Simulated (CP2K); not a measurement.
## GaN under changes of volume

One of the cells (11.444 Å³/atom); the others are scaled copies at fixed shape and fractional positions:

```xyz
2
Lattice="3.1869 0.0000 0.0000 1.5935 2.7600 0.0000 1.5935 0.9200 2.6021" Properties=species:S:1:pos:R:3 pbc="T T T"
Ga    0.0000    0.0000    0.0000
N     1.5935    0.9200    0.6505
```

The cell is a database's computed one.

| Item | Value |
| --- | --- |
| Program | CP2K 2026.2 |
| Functional | r2SCAN |
| Potentials or basis | POTENTIAL_UZH Ga GTH-SCAN-q13, N GTH-SCAN-q5; TZVP-MOLOPT-SCAN-GTH basis |
| Density cutoff | 9184 eV |
| k mesh | 10 × 10 × 10 |
| Occupations | fermi-dirac, width 0.05 eV |
| Spin | no spin polarisation |

```tsv
volume (Å³/atom)	energy over the lowest point (meV/atom)	pressure (GPa)	gap on the mesh (eV)
10.757	29.83	14.2	2.44
10.986	13.25	9.1	2.30
11.215	3.53	4.6	2.16
11.444	0.00	0.4	2.02
11.673	2.06	-3.3	1.89
11.902	9.18	-6.6	1.76
12.131	?	?	?
```

Task: What does the run at 12.131 Å³/atom give?

Result: Energy over the lowest point 20.87 meV/atom; pressure -9.7 GPa; gap on the mesh 1.63 eV.

Worked out: A Birch-Murnaghan fit of order 3 (a polynomial in V^(-2/3)) to the other rows has its minimum at 11.47 Å³/atom with B0 = V·E''(V) = 194 GPa and B' = 4.1. It gives 20.87 meV/atom at 12.131 Å³/atom, against the run's 20.87, and -dE/dV = -9.7 GPa, against -9.7. A straight line through the other rows of the gap, of slope -6.74 eV per unit of ln V (its deformation potential), extrapolates to 1.63 eV, against the run's 1.63.

Energies are extrapolated to zero smearing.

Caveats: the basis of atomic orbitals isn't converged, which shifts pressures, moduli and gaps.

Spin-orbit coupling on Ga is left out.
